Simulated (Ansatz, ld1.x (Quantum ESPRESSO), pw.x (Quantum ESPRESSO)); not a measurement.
V: does the TM potential hold in the solid?

| Quantity | Value |
| --- | --- |
| Element | vanadium (V) |
| Generator | ld1.x (Quantum ESPRESSO) 7.5 |
| Type | norm-conserving Troullier–Martins (Kleinman–Bylander form) |
| Functional | PBE |
| Relativity | scalar-relativistic |
| Frozen core | [Ar] |
| Valence charge | 5 |
| Reference configuration | 3d3 4s0 4p0 (charge +2) |
| Partial waves | 4s (bound, empty): rc 2.00 bohr; 4p (bound, empty): rc 2.40 bohr; 3d (bound): rc 2.35 bohr |
| Local potential | all-electron potential smoothed inside 2.20 bohr (lloc = -2) |
| Core correction | Bessel-smoothed model core inside 1.10 bohr |

Atomic tests: cutoffs needed: 45 Ry and 50 Ry (the cutoffs (Ry, on a coarse ladder) from which the occupation-weighted sum of valence levels, in a spherical-Bessel basis at the reference potential, stays within 10 and 1 mRy of its value at 400 Ry); ghost test: no extra level below or beside the all-electron valence levels (s, p, d, f tested) (spherical-Bessel basis up to 400 Ry, 20 bohr box); largest excitation error: -183 meV (all-electron minus pseudo) for 3d2 4s0 4p0, out of 7 test configurations.

Crystal test: sc V in pw.x 7.5, no spin, 13³ k-points, Fermi–Dirac smearing 0.01 Ry, cutoffs 60/240 Ry. The reference is all-electron LAPW (Ansatz 0.2.0) with the same functional, mesh and smearing; V0 and B0 come from Birch–Murnaghan fits to the pressures at five volumes. Errors are pseudo minus all-electron; Δ is the rms difference of the E(V) curves that follow from these fits, minima aligned, over ±6 % about the mean V0. Mesh and smearing are coarse, so the numbers serve the comparison and aren't converged zero-temperature values; the lattice is a test structure that the element need not adopt.

```json
{"V (Å³/atom)": "13.854", "P all-electron (GPa)": "8.87", "P pseudo (GPa)": "10.00"}
{"V (Å³/atom)": "14.218", "P all-electron (GPa)": "4.70", "P pseudo (GPa)": "5.85"}
{"V (Å³/atom)": "14.583", "P all-electron (GPa)": "1.01", "P pseudo (GPa)": "2.14"}
{"V (Å³/atom)": "14.948", "P all-electron (GPa)": "-2.25", "P pseudo (GPa)": "-1.16"}
{"V (Å³/atom)": "15.312", "P all-electron (GPa)": "-5.14", "P pseudo (GPa)": "-4.10"}
```

All-electron: a0 = 2.449 Å (V0 = 14.69 Å³/atom), B0 = 134.7 GPa.

Pseudopotential: mean pressure error (GPa): +1.11; a0 (Å): 2.456; a0 error (%): +0.28; B0 error (%): -2.1; Δ (meV/atom): 3.6. The logarithmic derivative shows an extra or strongly shifted pseudo pole above the reference energy (p near 0.96 Ry).

Question: At the middle volume, how do free energy and pressure move when the wave cutoff is lowered (ecutrho kept at four times it)?

Answer:

```csv
cutoff (Ry),shift of F (meV/atom),shift of P (GPa)
27,+5630.7,-209.72
36,+723.3,-47.33
48,+23.4,-2.87
```

The run at the middle volume (84 k-points, 9 iterations) took about 9.3 s on one core of a shared host (Neoverse-N1, 64 threads, 498 GiB, load 14).
